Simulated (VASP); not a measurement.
# MoP (P-6m2) in VASP: notebook

Runs on MoP. Level: PBE. Tasks: relaxation of shape and atoms at fixed volume.

Program: VASP 6.6.1. These are calculated values, not measurements. Logs are shortened: lines on timing, memory, paths and dates and some standing lists are left out, and cuts for length are marked.

## (1) The structure

Symmetry: P-6m2, No. 187, hexagonal system. The conventional cell has a = 3.230 Å, b = 3.230 Å, c = 3.204 Å, α = 90.00°, β = 90.00°, γ = 120.00°. Mo (site symmetry -6m2) has 6 P at 2.46 Å as nearest neighbours. Around P (site symmetry -6m2) lie 6 Mo at 2.46 Å.

## (2) Relaxation of shape and atoms at fixed volume, PBE (a relaxed cell with its volume scaled by 0.98)

INCAR

```
SYSTEM = MoP
ALGO = Normal
EDIFF = 1E-7
EDIFFG = -0.01
ENCUT = 300
GGA = PE
IBRION = 2
ISIF = 4
ISMEAR = 1
LASPH = .True.
LCHARG = .False.
LREAL = .False.
LWAVE = .False.
NELM = 80
NSW = 40
PREC = Accurate
SIGMA = 0.1
```

KPOINTS

```
k-points
0
Gamma
  8 8 6
  0 0 0
```

POSCAR

```
MoP                                     
1.0
    3.2080547037      0.0000000000      0.0000000000
   -1.6040273519      2.7782568702     -0.0000000000
    0.0000000000     -0.0000000000      3.1823989577
  Mo              P             
     1     1
Direct
     1.0000000000000000    0.0000000000000000    0.0000000000000000
     0.3333333332999970    0.6666666667000030    0.5000000000000000
```

Potentials or basis: VASP PAW PBE potentials, release 64 (Mo, P).

The run is started by

```sh
$ cat potpaw_PBE.64/Mo/POTCAR potpaw_PBE.64/P/POTCAR > POTCAR
$ mpirun -np 1 vasp_std > vasp.out
```

OUTCAR:

```text
SYSTEM = MoP
   EDIFF = 1E-7
   EDIFFG = -0.01
   ENCUT = 300
   GGA = PE
   IBRION = 2
   ISIF = 4
   ISMEAR = 1
   LASPH = .True.
   LREAL = .False.
   NELM = 80
   NSW = 40
   PREC = Accurate

 ion  position               nearest neighbor table
   1  0.000  0.000  0.000-   2 2.44   2 2.44   2 2.44   2 2.44   2 2.44   2 2.44
   2  0.333  0.667  0.500-   1 2.44   1 2.44   1 2.44   1 2.44   1 2.44   1 2.44

  LATTYP: Found a hexagonal cell.
 ALAT       =     3.2080547037
 C/A-ratio  =     0.9920027093

  Lattice vectors:

 A1 = (   3.2080547037,   0.0000000000,   0.0000000000)
 A2 = (  -1.6040273519,   2.7782568702,   0.0000000000)
 A3 = (   0.0000000000,   0.0000000000,   3.1823989577)

Analysis of symmetry for initial positions (statically):
=====================================================================
 Subroutine PRICEL returns:
 Original cell was already a primitive cell.

 Routine SETGRP: Setting up the symmetry group for a
 hexagonal supercell.

 Subroutine GETGRP returns: Found 12 space group operations
 (whereof 12 operations were pure point group operations)
 out of a pool of 24 trial point group operations.

The static configuration has the point symmetry D_3h.

Analysis of symmetry for dynamics (positions and initial velocities):
=====================================================================
 Subroutine PRICEL returns:
 Original cell was already a primitive cell.

 Routine SETGRP: Setting up the symmetry group for a
 hexagonal supercell.

 Subroutine GETGRP returns: Found 12 space group operations
 (whereof 12 operations were pure point group operations)
 out of a pool of 24 trial point group operations.

The dynamic configuration has the point symmetry D_3h.

 Subroutine INISYM returns: Found 12 space group operations
 (whereof 12 operations are pure point group operations),
 and found     1 'primitive' translations

----------------------------------------------------------------------------------------

                                     Primitive cell

  volume of cell :      28.3641

  direct lattice vectors                    reciprocal lattice vectors
     3.208054704  0.000000000  0.000000000     0.311715383  0.179968960  0.000000000
    -1.604027352  2.778256870  0.000000000     0.000000000  0.359937920  0.000000000
     0.000000000  0.000000000  3.182398958     0.000000000  0.000000000  0.314228358

  length of vectors
     3.208054704  3.208054704  3.182398958     0.359937920  0.359937920  0.314228358

  position of ions in fractional coordinates (direct lattice)
     0.000000000  0.000000000  0.000000000
     0.333333333  0.666666667  0.500000000

  ion indices of the primitive-cell ions
   primitive index   ion index
                 1           1
                 2           2

----------------------------------------------------------------------------------------

 KPOINTS: k-points

Automatic generation of k-mesh.
 Grid dimensions read from file:
 generate k-points for:    8    8    6

 Generating k-lattice:

  Cartesian coordinates                     Fractional coordinates (reciprocal lattice)
     0.038964423  0.022496120  0.000000000     0.125000000  0.000000000  0.000000000
     0.000000000  0.044992240  0.000000000     0.000000000  0.125000000  0.000000000
     0.000000000  0.000000000  0.052371393     0.000000000  0.000000000  0.166666667

  Length of vectors
     0.044992240  0.044992240  0.052371393

  Shift w.r.t. Gamma in fractional coordinates (k-lattice)
     0.000000000  0.000000000  0.000000000

 Subroutine IBZKPT returns following result:
 ===========================================

 Found     40 irreducible k-points:

 Following reciprocal coordinates:
            Coordinates               Weight
  0.000000  0.000000  0.000000      1.000000
  0.125000  0.000000  0.000000      6.000000
  0.250000  0.000000  0.000000      6.000000
  0.375000  0.000000  0.000000      6.000000
  0.500000  0.000000  0.000000      3.000000
  0.125000  0.125000  0.000000      6.000000
[... 16 lines left out ...]
  0.250000  0.000000  0.333333     12.000000
  0.375000  0.000000  0.333333     12.000000
 [... further k-points ...]
   k-points           NKPTS =     40   k-points in BZ     NKDIM =     40   number of bands    NBANDS=      9
   number of dos      NEDOS =    301   number of ions     NIONS =      2
   total plane-waves  NPLWV =   5832
   dimension x,y,z NGX =    18 NGY =   18 NGZ =   18
   dimension x,y,z NGXF=    36 NGYF=   36 NGZF=   36
   ions per type =               1   1
   NGX,Y,Z   is equivalent  to a cutoff of   9.33,  9.33,  9.40 a.u.
   NGXF,Y,Z  is equivalent  to a cutoff of  18.66, 18.66, 18.81 a.u.
 SYSTEM =  MoP
   PREC   = accura    normal or accurate (medium, high low for compatibility)
   ISTART =      0    job   : 0-new  1-cont  2-samecut
   ICHARG =      2    charge: 1-file 2-atom 10-const
   ISPIN  =      1    spin polarized calculation?
   LNONCOLLINEAR =      F non collinear calculations
   LSORBIT =      F    spin-orbit coupling
   LASPH  =      T    aspherical Exc in radial PAW
   ENCUT  =  300.0 eV  22.05 Ry    4.70 a.u.   4.53  4.53  4.49*2*pi/ulx,y,z
   NELM   =     80;   NELMIN=  2; NELMDL= -5     # of ELM steps
   EDIFF  = 0.1E-06   stopping-criterion for ELM
   LREAL  =      F    real-space projection
   EDIFFG = -.1E-01   stopping-criterion for IOM
   NSW    =     40    number of steps for IOM
   IBRION =      2    ionic relax: 0-MD 1-quasi-New 2-CG
   NFREE  =      1    steps in history (QN), initial steepest desc. (CG)
   ISIF   =      4    stress and relaxation
   ISYM   =      2    0-nonsym 1-usesym 2-fastsym
   POTIM  = 0.5000    time-step for ionic-motion
   TEBEG  =    0.0;   TEEND  =   0.0 temperature during run
   PSTRESS=    0.0 pullay stress
   NELECT =      11.0000    total number of electrons
   NUPDOWN=      -1.0000    fix difference up-down
   EMIN   =  10.00;   EMAX   =-10.00  energy-range for DOS
   EFERMI =   0.00;   METHOD = LEGACY
   ISMEAR =     1;   SIGMA  =   0.10  broadening in eV -4-tet -1-fermi 0-gaus
   EFERMI_NEDOS =   21; number of points for ismear=-14 and -15
   IALGO  =     38    algorithm
   IMIX   =      4    mixing-type and parameters
     AMIX     =   0.40;   BMIX     =  1.00
     AMIX_MAG =   1.60;   BMIX_MAG =  1.00
  volume/ion in A,a.u.               =      14.18        95.71
  Fermi-wavevector in a.u.,A,eV,Ry     =   1.193849  2.256048 19.392055  1.425276
  Thomas-Fermi vector in A             =   2.329854
   LORBIT       =      0    0 simple, 1 ext, 2 COOP (PROOUT), +10 PAW based schemes
   GGA     = PE    functional components
   LHFCALC =     F    Hartree Fock is set to
   AEXX    =    0.0000 exact exchange contribution
   IVDW    =     0    specifies the selected vdW correction
   LEPSILON=     F    determine dielectric tensor
   LRPA    =     F    only Hartree local field effects (RPA)
 conjugate gradient relaxation of ions
 non-spin polarized calculation
 Methfessel and Paxton  Order N= 1 SIGMA  =   0.10
  energy-cutoff  :      300.00
  volume of cell :       28.36
 maximum number of plane-waves:       348
   NGX =  9   NGY =  9   NGZ =  9

--------------------------------------- Ionic step        1  -------------------------------------------

 number of electron      11.0000000 magnetization

 Free energy of the ion-electron system (eV)
  ---------------------------------------------------
  ext. energy  EPLUGINS =         0.00000000
  ---------------------------------------------------
  free energy    TOTEN  =       -17.66256539 eV

  energy without entropy =      -17.66149417  energy(sigma->0) =      -17.66220831

------------------------ aborting loop because EDIFF is reached ----------------------------------------

  FORCE on cell =-STRESS in cart. coord.  units (eV):
  Direction    XX          YY          ZZ          XY          YZ          ZX
  --------------------------------------------------------------------------------------
  -------------------------------------------------------------------------------------
  Total        0.7963157      0.7963157      1.0269293     -0.0000000     -0.0000000      0.0000000
  in kB       44.9807874     44.9807874     58.0072568     -0.0000000     -0.0000000      0.0000000
  external PRESSURE =      49.3229439 kB  Pullay stress =       0.0000000 kB

 VOLUME and BASIS-vectors are now :
 -----------------------------------------------------------------------------
  energy-cutoff  :      300.00
  volume of cell :       28.36
      direct lattice vectors                 reciprocal lattice vectors
     3.208054704  0.000000000  0.000000000     0.311715383  0.179968960  0.000000000
    -1.604027352  2.778256870  0.000000000     0.000000000  0.359937920  0.000000000
     0.000000000  0.000000000  3.182398958     0.000000000  0.000000000  0.314228358
[... 37 lines left out ...]
 POSITION                                       TOTAL-FORCE (eV/Angst)
 -----------------------------------------------------------------------------------
      0.00000      0.00000      0.00000         0.000000     -0.000000      0.000000
     -0.00000      1.84874      1.59711        -0.000000      0.000000      0.000000
 -----------------------------------------------------------------------------------
    total drift:                               -0.000000      0.000000     -0.000000

  FREE ENERGIE OF THE ION-ELECTRON SYSTEM (eV)
  ---------------------------------------------------
  free  energy   TOTEN  =       -17.6628797841 eV

  energy  without entropy=      -17.6622679008  energy(sigma->0) =      -17.66267582

--------------------------------------- Ionic step        3  -------------------------------------------

 number of electron      11.0000001 magnetization

 Free energy of the ion-electron system (eV)
  ---------------------------------------------------
  ext. energy  EPLUGINS =         0.00000000
  ---------------------------------------------------
  free energy    TOTEN  =       -17.66290372 eV

  energy without entropy =      -17.66219396  energy(sigma->0) =      -17.66266713

 E-fermi :   9.0915     XC(G=0): -12.4945

 val. band max:        9.0689965341   @ k =   0.1250   0.0000   0.0000
 cond. band min:       9.1355123355   @ k =   0.3750   0.0000   0.1667
 fundamental gap:      0.0665158014
 Fermi energy:         9.0914642489

 k-point     1 :       0.0000    0.0000    0.0000
  band No.  band energies     occupation
      1      -5.0832      2.00000
      2       4.6786      2.00000
      3       5.6242      2.00000
      4       5.6242      2.00000
      5       8.2114      2.00000
      6       9.1843     -0.03191
      7       9.1843     -0.03191
      8      13.1993      0.00000
      9      13.1993      0.00000

 k-point     2 :       0.1250    0.0000    0.0000
  band No.  band energies     occupation
      1      -4.8061      2.00000
      2       4.4731      2.00000
      3       5.4470      2.00000
      4       5.8770      2.00000
      5       7.0574      2.00000
      6       9.0690      1.36984
      7      10.5567     -0.00000
      8      12.1269      0.00000
      9      12.6708      0.00000
[... 253 lines left out ...]
 k-point    24 :       0.3750    0.0000    0.3333
  band No.  band energies     occupation
      1      -2.4842      2.00000
      2       2.4636      2.00000
      3       4.1023      2.00000
      4       5.0979      2.00000
      5       6.9890      2.00000
      6       9.5478     -0.00000
      7      10.1747     -0.00000
      8      12.8535      0.00000
      9      13.9724      0.00000

 [... further k-points ...]
[... 5 lines left out ...]
  --------------------------------------------------------------------------------------
  -------------------------------------------------------------------------------------
  Total        0.8376267      0.8376267      0.8380550     -0.0000000      0.0000000      0.0000000
  in kB       47.3142856     47.3142856     47.3384832     -0.0000000      0.0000000      0.0000000
  external PRESSURE =      47.3223515 kB  Pullay stress =       0.0000000 kB

 VOLUME and BASIS-vectors are now :
 -----------------------------------------------------------------------------
  energy-cutoff  :      300.00
  volume of cell :       28.36
      direct lattice vectors                 reciprocal lattice vectors
     3.203349662 -0.000000000  0.000000000     0.312173227  0.180233296  0.000000000
    -1.601674831  2.774182184 -0.000000000     0.000000000  0.360466593  0.000000000
     0.000000000 -0.000000000  3.191754363    -0.000000000 -0.000000000  0.313307318

 POSITION                                       TOTAL-FORCE (eV/Angst)
 -----------------------------------------------------------------------------------
      0.00000      0.00000      0.00000        -0.000000     -0.000000     -0.000000
     -0.00000      1.84945      1.59588         0.000000      0.000000      0.000000
 -----------------------------------------------------------------------------------
    total drift:                               -0.000000      0.000000     -0.000000

  FREE ENERGIE OF THE ION-ELECTRON SYSTEM (eV)
  ---------------------------------------------------
  free  energy   TOTEN  =       -17.6629037183 eV

  energy  without entropy=      -17.6621939631  energy(sigma->0) =      -17.66266713

 reached required accuracy - stopping structural energy minimisation
```

It took 12 s on 1 thread of Intel Xeon Platinum 8488C (Sapphire Rapids), shared host; peak memory 0.12 GiB.

What came out:

```
Free energy               : -17.6629 eV
Energy gained by relaxing : 0.2 meV/atom
Ionic steps               : 3
Pressure after relaxing   : 4.7 GPa
Band gap on the k mesh    : none (metal or under the smearing width)
```

The path:
```
step  energy change (eV)  largest force (eV/Å)  pressure (GPa)
   1              0.0000                0.0000            4.93
   2             -0.0003                0.0000            4.69
   3             -0.0003                0.0000            4.73
```

Final structure:
```
Mo P
1.0
     3.20335    0.00000    0.00000
    -1.60167    2.77418    0.00000
     0.00000    0.00000    3.19175
Mo P
1 1
Direct
  0.00000 0.00000 0.00000
  0.33333 0.66667 0.50000
```

Caveat: the cutoff is under 1.25 times the usual one of these potentials, so pressure, stress and relaxed cells hold a basis-set (Pulay) error.

## (3) Relaxation of shape and atoms at fixed volume, PBE

INCAR is that of step 2.

KPOINTS is that of step 2.

POSCAR

```
MoP                                     
1.0
    3.2297314066      0.0000000000      0.0000000000
   -1.6148657033      2.7970294456     -0.0000000000
    0.0000000000     -0.0000000000      3.2039023056
  Mo              P             
     1     1
Direct
     1.0000000000000000    0.0000000000000000    0.0000000000000000
     0.3333333332999970    0.6666666667000030    0.5000000000000000
```

Potentials or basis: VASP PAW PBE potentials, release 64 (Mo, P).

The run is started by

```sh
$ cat potpaw_PBE.64/Mo/POTCAR potpaw_PBE.64/P/POTCAR > POTCAR
$ mpirun -np 1 vasp_std > vasp.out
```

OUTCAR:

```text
SYSTEM = MoP
   EDIFF = 1E-7
   EDIFFG = -0.01
   ENCUT = 300
   GGA = PE
   IBRION = 2
   ISIF = 4
   ISMEAR = 1
   LASPH = .True.
   LREAL = .False.
   NELM = 80
   NSW = 40
   PREC = Accurate

 ion  position               nearest neighbor table
   1  0.000  0.000  0.000-   2 2.46   2 2.46   2 2.46   2 2.46   2 2.46   2 2.46
   2  0.333  0.667  0.500-   1 2.46   1 2.46   1 2.46   1 2.46   1 2.46   1 2.46

  LATTYP: Found a hexagonal cell.
 ALAT       =     3.2297314066
 C/A-ratio  =     0.9920027093

  Lattice vectors:

 A1 = (   3.2297314066,   0.0000000000,   0.0000000000)
 A2 = (  -1.6148657033,   2.7970294456,   0.0000000000)
 A3 = (   0.0000000000,   0.0000000000,   3.2039023056)

Analysis of symmetry for initial positions (statically):
=====================================================================
 Subroutine PRICEL returns:
 Original cell was already a primitive cell.

 Routine SETGRP: Setting up the symmetry group for a
 hexagonal supercell.

 Subroutine GETGRP returns: Found 12 space group operations
 (whereof 12 operations were pure point group operations)
 out of a pool of 24 trial point group operations.

[... 165 lines left out ...]

 val. band max:        8.8102178034   @ k =   0.1250   0.0000   0.0000
 cond. band min:       8.8596361743   @ k =   0.3750   0.0000   0.1667
 fundamental gap:      0.0494183709
 Fermi energy:         8.8244905022

 k-point     1 :       0.0000    0.0000    0.0000
  band No.  band energies     occupation
      1      -5.1935      2.00000
      2       4.5513      2.00000
      3       5.4137      2.00000
      4       5.4137      2.00000
      5       7.9891      2.00000
      6       8.9213     -0.04300
      7       8.9213     -0.04300
      8      12.8412      0.00000
      9      12.8412      0.00000
[... 265 lines left out ...]
 k-point    24 :       0.3750    0.0000    0.3333
  band No.  band energies     occupation
      1      -2.6480      2.00000
      2       2.3298      2.00000
      3       3.9200      2.00000
      4       4.8992      2.00000
      5       6.7913      2.00000
      6       9.2566     -0.00000
      7       9.8988     -0.00000
      8      12.4647      0.00000
      9      13.5907      0.00000

 [... further k-points ...]
[... 5 lines left out ...]
  --------------------------------------------------------------------------------------
  -------------------------------------------------------------------------------------
  Total       -0.0008917     -0.0008917     -0.0048934     -0.0000000     -0.0000000     -0.0000000
  in kB       -0.0493607     -0.0493607     -0.2708791     -0.0000000     -0.0000000     -0.0000000
  external PRESSURE =      -0.1232002 kB  Pullay stress =       0.0000000 kB

 VOLUME and BASIS-vectors are now :
 -----------------------------------------------------------------------------
  energy-cutoff  :      300.00
  volume of cell :       28.94
      direct lattice vectors                 reciprocal lattice vectors
     3.229731407  0.000000000  0.000000000     0.309623270  0.178761078  0.000000000
    -1.614865703  2.797029446  0.000000000     0.000000000  0.357522157  0.000000000
     0.000000000  0.000000000  3.203902306     0.000000000  0.000000000  0.312119380

 POSITION                                       TOTAL-FORCE (eV/Angst)
 -----------------------------------------------------------------------------------
      0.00000      0.00000      0.00000        -0.000000      0.000000      0.000000
     -0.00000      1.86469      1.60195         0.000000      0.000000      0.000000
 -----------------------------------------------------------------------------------
    total drift:                               -0.000000      0.000000     -0.000000

  FREE ENERGIE OF THE ION-ELECTRON SYSTEM (eV)
  ---------------------------------------------------
  free  energy   TOTEN  =       -17.6739348012 eV

  energy  without entropy=      -17.6728852782  energy(sigma->0) =      -17.67358496

 reached required accuracy - stopping structural energy minimisation
```

Run time: 5.3 s. Hardware: 1 thread of Intel Xeon Platinum 8488C (Sapphire Rapids), shared host; peak memory 0.12 GiB.

Results:

```
Free energy             : -17.6739 eV
Pressure after relaxing : 0.0 GPa
Band gap on the k mesh  : none (metal or under the smearing width)
```

Final structure:
```
Mo P
1.0
     3.22973    0.00000    0.00000
    -1.61487    2.79703    0.00000
     0.00000    0.00000    3.20390
Mo P
1 1
Direct
  0.00000 0.00000 0.00000
  0.33333 0.66667 0.50000
```

Caveat: the cutoff is under 1.25 times the usual one of these potentials, so pressure, stress and relaxed cells hold a basis-set (Pulay) error; the relaxation stopped at its first step, so nothing moved.

[end of part 1 of 2]
